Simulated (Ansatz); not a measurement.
# Au (P6_3/mmc) in Ansatz: a series of runs

The runs below take Au through band structure, with PBEsol.

All numbers are computed with Ansatz 0.2.0; they aren't measurements. Logs are shortened: lines on timing, memory, paths and dates and some standing lists are left out, and cuts for length are marked.

**1. Starting point**

It takes space group P6_3/mmc (No. 194, hexagonal). Conventional cell: a = 2.900 Å, b = 2.900 Å, c = 4.880 Å, α = 90.00°, β = 90.00°, γ = 120.00°. Au (site symmetry -6m2) has 12 Au at 2.90 to 2.96 Å as nearest neighbours.

This isn't the form of Au at room conditions, which is fcc.

**2. Band structure, PBEsol**

File input.yaml:

```yaml
crystal:
  lattice:
    - [2.9, 0.0, 0.0]
    - [-1.45, 2.511473671, 0.0]
    - [0.0, 0.0, 4.88]
  atoms:
    - { symbol: Au, position: [0.6666666667, 0.3333333333, 0.25] }
    - { symbol: Au, position: [0.3333333333, 0.6666666667, 0.75] }
kpoints:
  mp_grid: { grid: [8, 8, 4] }
  band_path:
    path:
      - [0.0, 0.0, 0.0]
      - [0.5, 0.0, 0.0]
      - [0.3333333333, 0.3333333333, 0.0]
      - [0.0, 0.0, 0.0]
      - [0.0, 0.0, 0.5]
      - [0.5, 0.0, 0.5]
      - [0.3333333333, 0.3333333333, 0.5]
      - [0.0, 0.0, 0.5]
    npoints: 10
scf:
  occupations: { method: fermi_dirac, width: 0.05 }
hamiltonian:
  xc: pbesol
  pseudopotentials: { kind: all_electron, lapw: { basis_error: 0.001 } }
output:
  forces: true
  stress: true
  eigenvalues: true
```

Potentials or basis: all-electron LAPW, scalar-relativistic.

The run is started by

```sh
$ ansatz run input.yaml --threads 1 --pin off --max-ram 3072MiB --backend cpu --events-out ev --progress --plain --runs-dir out
```

Output:

```text
Warning: RAYON_NUM_THREADS=1 ignored (pool sized by the plan → 1); use --threads N
LAPW: plane waves up to 8.018 Å⁻¹, error target 1.0e-3 eV per atom; small_component_spin mean_spin; Au in spheres of 1.450 Å, 43 of its electrons in bands, Dirac shells [] (how accurate: hamiltonian.pseudopotentials.lapw.basis_error, Limitations)
Engine: ansatz 0.2.0, x86_64-unknown-linux-gnu
Pseudopotentials: kind: all_electron
Pseudopotential: Au, LAPW, valence charge 43, lapw/all_electron/scalar/gaussian/Au, Koelling and Harmon's equation, gaussian nucleus
Functional definition: PBEsol
  exchange = pbesol_x
  correlation = pbesol_c
Crystal: 2 atoms, lattice volume = 35.542 Å³
Basis set: ecut = 244.95226268955435 eV, 313 PW (Γ), exchange–correlation at level 2
Bands: 52, of which v1, the nominal top of the filled ones, is band 43 counted from 1 (42 counted from 0)
Symmetry: 24 space group operations
Space group: P63/mmc (ITA 194), of the structure as read, at distance tolerance 3.3e-5 Å
k-points: 30 of 256
Non-local potential: Au, projectors of the file, none
Initial density: superposition of atomic densities (chi_scale 0.1, normalization cell)
Initial wavefunctions: plane waves of lowest kinetic energy (no species holds an atomic orbital)
Functional: x = pbesol(κ = 0.804, μ = 0.12345679012345678), c = pbesol(β = 0.046)
iter 1 solved again at ethr=1.58e-4 eV; its pass at ethr=1.00e-1 eV (dr2=1.35e-1 eV) is discarded
SCF iter   1: F=—  HF=-1034165.876709 eV  |F-HF|=—  |Δ(HF+E_count)|=         —  Δρ=2.51e-2  dr2=1.36e-1  ethr=1.58e-4  ⟨swp⟩=3.0  Hψ=9489  notcnv=0
preconditioner: auto → LDOS  [metal: Δε(μ)=0.123 eV  Ē_g=15.165 eV  σ=0.050 eV  W_gap=0.49  n_scr=22 (ndim 8)  ℏωp=29.2 eV  f_vac=0.054  D(μ)=2.08/eV (n_scr^D=22)  β→1.0]
iter 2 solved again at ethr=1.14e-5 eV; its pass at ethr=1.58e-4 eV (dr2=9.77e-3 eV) is discarded
SCF iter   2: F=—  HF=-1034165.592220 eV  |F-HF|=—  |Δ(HF+E_count)|=   2.84e-1  Δρ=7.74e-3  dr2=9.77e-3  ethr=1.14e-5  ⟨swp⟩=2.0  Hψ=8183  notcnv=0
SCF iter   3: F=—  HF=-1034165.293233 eV  |F-HF|=—  |Δ(HF+E_count)|=   2.99e-1  Δρ=5.82e-3  dr2=7.78e-3  ethr=1.14e-5  ⟨swp⟩=3.0  Hψ=5105  notcnv=0
SCF iter   4: F=—  HF=-1034165.274180 eV  |F-HF|=—  |Δ(HF+E_count)|=   1.91e-2  Δρ=2.14e-3  dr2=1.14e-3  ethr=9.04e-6  ⟨swp⟩=2.0  Hψ=4356  notcnv=0
SCF iter   5: F=—  HF=-1034165.273412 eV  |F-HF|=—  |Δ(HF+E_count)|=   7.68e-4  Δρ=4.89e-4  dr2=6.90e-5  ethr=1.33e-6  ⟨swp⟩=2.0  Hψ=4505  notcnv=0
SCF iter   6: F=—  HF=-1034165.273463 eV  |F-HF|=—  |Δ(HF+E_count)|=   5.03e-5  Δρ=8.79e-5  dr2=2.02e-6  ethr=8.02e-8  ⟨swp⟩=2.5  Hψ=4528  notcnv=0
SCF iter   7: F=-1034165.273464 eV  HF=-1034165.273464 eV  |F-HF|=2.15e-8  |Δ(HF+E_count)|=   1.05e-6  Δρ=1.62e-5  dr2=6.45e-8  ethr=2.35e-9  ⟨swp⟩=3.0  Hψ=4552  notcnv=0
SCF 1 converged in 7 iterations: F = -1034165.273464 eV  dr2 = 6.45e-8
NSCF: frozen V_eff on 71 k-points
SCF converged after 7 iterations
Free energy (F): -1034165.273464 eV
Harris-Foulkes:  -1034165.273464 eV  (|F-HF|=2.15e-8)
Internal energy: -1034165.257771 eV  (E = F + TS)
E sigma→0 (E₀):  -1034165.265617 eV
Entropy (-TS):   -0.015693 eV (-7.846 meV/atom)
Fermi energy:    23.651920 eV
--- Per-component energies (eV) ---
  E_band       = -7797.485379
  E_kinetic    = 1178599.242436
  E_xc         = -19542.091752
  E_electrostatic = -2193222.408455  (all electrons and nuclei)
  E_smearing   = -0.015693  (= −TS)
  E_closure    = 0.000000  (closes the sum)
  E_atoms      = -1034157.510330  (free atoms, spherical and without spin; not in F)
  Σ components = -1034165.273464   (vs F -1034165.273464, Δ=0.00e0)
  Basis errors (estimates in eV, not in F): energy 2.2e-4 per atom: plane waves 2.1e-4 (1.1e-4 summed), levels above the bands 1.7e-168, relativity 1.6e-9, radial functions 1.3e-5, core shells 1.1e-8; eigenvalues (radial functions only) 6.6e-6; not estimated: angular momenta, meshes, grids; target (lapw.basis_error) 1.0e-3; muffin-tin radii Au 1.450 Å
--- Forces (eV/Å), atoms counted from 1 ---
  atom   1  Au     0.00000000    -0.00000000    -0.00000000
  atom   2  Au     0.00000000     0.00000000     0.00000000
  max |Σ_I F_I| component: 6.94e-18 eV/Å
--- Stress (GPa, compression-positive) ---
       -5.799749       0.000000      -0.000000
        0.000000      -5.799749      -0.000000
       -0.000000      -0.000000      -6.093783
  P = ⅓ Tr σ = -5.8978 GPa (-58.978 kbar)
--- Band table (eV; the first three rows and the last of 30) ---
  k-point 0: bands = ["-298.7426", "-298.7426", "-298.7426", "-298.7426", "-298.7423", "-298.7423", "-298.7317", "-298.7317", "-298.7317", "-298.7317", "-81.6595", "-81.6514", "-54.7080", "-54.7080", "-54.7071", "-54.7071", "-54.7023", "-54.7020", "-54.6987", "-54.6987", "-54.6983", "-54.6983", "-54.6946", "-54.6946", "-54.6946", "-54.6946", "-33.1245", "-32.9926", "-32.9926", "-32.9690", "-32.9690", "-32.9570", "14.1791", "16.6145", "19.0439", "19.3153", "19.3153", "19.6051", "19.6051", "20.2843", "20.2843", "21.5588", "21.5588", "22.6299", "26.1297", "38.1782", "39.2097", "40.2684", "41.7309", "41.7309", "44.6158", "44.6158"]
  k-point 1: bands = ["-298.7426", "-298.7426", "-298.7426", "-298.7426", "-298.7423", "-298.7423", "-298.7317", "-298.7317", "-298.7317", "-298.7317", "-81.6583", "-81.6526", "-54.7080", "-54.7080", "-54.7071", "-54.7071", "-54.7023", "-54.7021", "-54.6987", "-54.6987", "-54.6984", "-54.6984", "-54.6946", "-54.6946", "-54.6946", "-54.6946", "-33.1002", "-32.9891", "-32.9891", "-32.9818", "-32.9724", "-32.9724", "14.6625", "16.5361", "18.9511", "19.2458", "19.2458", "19.4797", "19.4797", "20.5618", "20.5933", "20.5933", "21.4713", "21.4713", "29.2076", "37.2689", "39.1908", "39.3908", "41.4325", "41.4325", "43.6047", "43.6047"]
  k-point 2: bands = ["-298.7426", "-298.7426", "-298.7426", "-298.7426", "-298.7423", "-298.7423", "-298.7317", "-298.7317", "-298.7317", "-298.7317", "-81.6554", "-81.6554", "-54.7080", "-54.7080", "-54.7071", "-54.7071", "-54.7022", "-54.7022", "-54.6985", "-54.6985", "-54.6985", "-54.6985", "-54.6946", "-54.6946", "-54.6946", "-54.6946", "-33.0412", "-33.0412", "-32.9808", "-32.9808", "-32.9808", "-32.9808", "15.8217", "15.8217", "19.0505", "19.0505", "19.2823", "19.2823", "19.2823", "19.2823", "21.1256", "21.1256", "21.1256", "21.1256", "33.9413", "33.9413", "38.4602", "38.4602", "41.9383", "41.9383", "41.9383", "41.9383"]
  k-point 29: bands = ["-298.7426", "-298.7426", "-298.7426", "-298.7426", "-298.7423", "-298.7423", "-298.7317", "-298.7317", "-298.7317", "-298.7317", "-81.6473", "-81.6473", "-54.7080", "-54.7080", "-54.7075", "-54.7075", "-54.7020", "-54.7020", "-54.6988", "-54.6988", "-54.6987", "-54.6987", "-54.6945", "-54.6945", "-54.6945", "-54.6945", "-33.1260", "-33.1260", "-33.0769", "-33.0769", "-32.9989", "-32.9989", "17.8439", "17.8439", "18.6023", "18.6023", "19.3339", "19.3339", "20.2965", "20.2965", "21.6475", "21.6475", "27.0002", "27.0002", "27.8732", "27.8732", "31.3283", "31.3283", "38.5111", "38.5111", "41.8622", "41.8622"]
```

It took 55 s on 1 thread of AMD EPYC (Zen 3), shared host; peak memory 0.36 GiB.

What came out:

```yaml
Free_energy: -1034165.2735 eV
Pressure: -5.9 GPa
Band_gap_along_the_path: none (metal or under the smearing width)
```

Stress tensor (GPa, compression positive):
```
-5.80  0.00  0.00
 0.00 -5.80  0.00
 0.00  0.00 -6.09
```

Levels at the corners of the path, in eV from the Fermi level:
| point | band 40 | band 41 | band 42 | band 43 | band 44 | band 45 | band 46 | band 47 |
| --- | --- | --- | --- | --- | --- | --- | --- | --- |
| Γ | -3.37 | -3.37 | -2.09 | -2.09 | -1.02 | 2.48 | 14.53 | 15.56 |
| M | -1.88 | -1.79 | -1.63 | 0.37 | 1.50 | 5.60 | 7.04 | 7.11 |
| K | -2.36 | -2.36 | -2.28 | 2.26 | 2.26 | 3.80 | 9.34 | 9.51 |
| Γ | -3.37 | -3.37 | -2.09 | -2.09 | -1.02 | 2.48 | 14.53 | 15.56 |
| A | -4.37 | -2.53 | -2.53 | -2.53 | -2.53 | 10.29 | 10.29 | 14.81 |
| L | -2.31 | -1.69 | -1.69 | 0.51 | 0.51 | 3.77 | 3.77 | 12.97 |
| H | -3.53 | -2.04 | -2.04 | 4.09 | 4.09 | 4.52 | 4.52 | 6.38 |
| A | -4.37 | -2.53 | -2.53 | -2.53 | -2.53 | 10.29 | 10.29 | 14.81 |

Caveat: the k mesh is thin for a metal, which can move the energy by tens of meV per atom; spin-orbit coupling is left out, which moves the levels of the heavy elements.

**3. Band structure, PBEsol, spin-orbit coupling, no magnetisation**

input.yaml: that of step 2 with these lines changed.

```diff
@@ -26,2 +26,5 @@
   pseudopotentials: { kind: all_electron, lapw: { basis_error: 0.001 } }
+magnetization:
+  noncollinear: true
+  spin_orbit: true
 output:
```

Potentials or basis: all-electron LAPW, relativistic spinors.

The run is started by

```sh
$ ansatz run input.yaml --threads 1 --pin off --max-ram 3072MiB --backend cpu --events-out ev --progress --plain --runs-dir out
```

Run time: 8.4 min. Hardware: 1 thread of AMD EPYC (Zen 3), shared host; peak memory 0.76 GiB.

It converged, with:

- Free energy: -1036139.0415 eV
- Pressure: -7.5 GPa
- Band gap along the path: none (metal or under the smearing width)

Stress tensor (GPa, compression positive):
```
-7.33  0.00  0.00
 0.00 -7.33  0.00
 0.00  0.00 -7.88
```

Levels at the corners of the path, in eV from the Fermi level:
```tsv
point	band 82	band 83	band 84	band 85	band 86	band 87	band 88	band 89	band 90	band 91
Γ	-2.91	-2.57	-2.57	-1.69	-1.69	-1.20	-1.20	2.49	2.49	14.47
M	-1.78	-1.44	-1.44	0.36	0.36	1.48	1.48	5.14	5.14	6.92
K	-2.22	-2.05	-2.05	2.21	2.21	2.22	2.22	3.68	3.68	8.64
Γ	-2.91	-2.57	-2.57	-1.69	-1.69	-1.20	-1.20	2.49	2.49	14.47
A	-2.60	-2.60	-2.60	-2.20	-2.20	-2.20	-2.20	10.06	10.06	10.06
L	-1.57	-1.57	-1.57	0.35	0.35	0.35	0.35	3.74	3.74	3.74
H	-2.14	-1.92	-1.92	3.98	3.98	4.11	4.11	4.17	4.17	4.47
A	-2.60	-2.60	-2.60	-2.20	-2.20	-2.20	-2.20	10.06	10.06	10.06
```

Caveat: the k mesh is thin for a metal, which can move the energy by tens of meV per atom.
